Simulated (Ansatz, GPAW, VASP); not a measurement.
**BN: 3 runs at one level of theory**

```
N B
1.0
     0.00000    1.81300    1.81300
     1.81300    0.00000    1.81300
     1.81300    1.81300    0.00000
N B
1 1
Direct
  0.25000 0.25000 0.25000
  0.00000 0.00000 0.00000
```

The cell is a database's computed one, not the measured one.

Alike in all runs: task single point; functional PBE; k mesh 13 × 13 × 13; occupations gaussian, width 0.018 eV; no spin polarisation; no spin-orbit coupling. Pressure is positive in compression and, in plane waves, holds the error of the finite cutoff.

```csv
program and potentials,plane-wave cutoff (eV),notes,pressure (GPa)
"Ansatz, all-electron LAPW, scalar-relativistic",-,-,-0.41
"VASP, PBE PAW files B, N, 520 eV",520,-,-0.17
"GPAW, GPAW PAW data sets (gpaw-data 1.2.1)",800,-,-1.60
```

The pressure spans -1.60 (GPAW, GPAW PAW data sets (gpaw-data 1.2.1)) to -0.17 GPa (VASP, PBE PAW files B, N, 520 eV), with all-electron results at -0.41.

Differences between rows come from potentials, basis sets and numerical settings, since the functional is the same but for its coding. Runs on potential files found faulty are left out.

All three runs put zincblende BN under slight tension, so each would relax to a marginally smaller cell. The residual pressures are tiny against the stiffness of the material. Short, strong sp³ bonds with a polar component form a three-dimensional network that resists any change of volume, and a very small mismatch in lattice constant therefore already produces a visible pressure. Even the -1.60 GPa from GPAW corresponds to only a minute shift in bond length, and the three descriptions of the equilibrium geometry are practically equivalent.

VASP lies close to the all-electron value, while GPAW stands further off. The compact 2p shell of nitrogen, which has no p core states beneath it, is demanding to represent, so the offset probably reflects the data sets or the convergence of the basis, which these runs can't separate. The near-zero pressures show that the cell is close to a stationary volume for this structure, but say nothing about its energy relative to the layered polymorphs.
